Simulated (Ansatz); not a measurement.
Cutoff convergence: CaO

System: CaO (rock salt type, first atom moved by 0.06 Å along [111]), 2 atoms in the cell.

```yaml
crystal:
  lattice:
    - [0.00000, 2.41500, 2.41500]
    - [2.41500, 0.00000, 2.41500]
    - [2.41500, 2.41500, 0.00000]
  atoms:
    - { symbol: Ca, position: [0.00717, 0.00717, 0.00717] }
    - { symbol: O, position: [0.50000, 0.50000, 0.50000] }
```
Lattice in Å, positions in fractions of it.

All numbers below come from HSE06, plane waves, PAW datasets (generated soft set 1) (Ansatz 0.2.0 development build).

Exchange singularity: Wigner-Seitz; k-mesh 4×4×4 Γ-centred; Fermi–Dirac smearing of 0.05 eV; no spin polarisation.

```tsv
cutoff (eV)	E − E(top) (meV/atom)	pressure at fixed basis (GPa)	corrected pressure (GPa)	rms force change (meV/Å)
280	276.5	-20.47	-2.07	5.5
300	143.0	-12.82	-2.10	11.4
320	74.9	-8.44	-2.24	9.2
340	34.3	-5.44	-1.99	4.0
380	6.4	-2.88	-2.02	0.7
420	1.1	-2.17	-2.03	0.2
480	0.4	-2.02	-2.02	0.2
560	0.0	-2.05	-2.02	0.0
```

Against the 560 eV run, total energies lie within 1 meV/atom from 480 eV on. Forces lie within 20 meV/Å (rms) from 280 eV on. The pressure at a fixed basis moves by -18.43 GPa at 280 eV.
